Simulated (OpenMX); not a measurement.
The system is InP.

```
In P
1.0
     0.00000    2.76883    2.76883
     2.76883    0.00000    2.76883
     2.76883    2.76883    0.00000
In P
1 1
Direct
  0.00000 0.00000 0.00000
  0.50000 0.50000 0.50000
```

Measurements of this composition are mostly on another form, of space group No. 216.

Base run:

| Property | Result |
| --- | --- |
| Program | OpenMX 3.8.5 |
| Functional | PBE |
| Potentials or basis | OpenMX 2013 PBE set, In7.0-s3p2d1, P7.0-s2p2d1, grid cutoff 500 Ry |
| k mesh | 7 × 7 × 7 |
| Occupations | fermi-dirac, width 0.05 eV |
| Spin | no spin polarisation |

Its results: pressure 0.4 GPa.

The run is repeated on the same cell with these changes: potentials or basis from OpenMX 2013 PBE set, In7.0-s3p2d1, P7.0-s2p2d1, grid cutoff 500 Ry to OpenMX 2013 PBE set, In7.0-s3p2d2, P7.0-s2p2d1f1, grid cutoff 500 Ry. What comes out?

Pressure 1.4 GPa.

Caveats: the basis of atomic orbitals isn't converged, which shifts pressures, moduli and gaps.
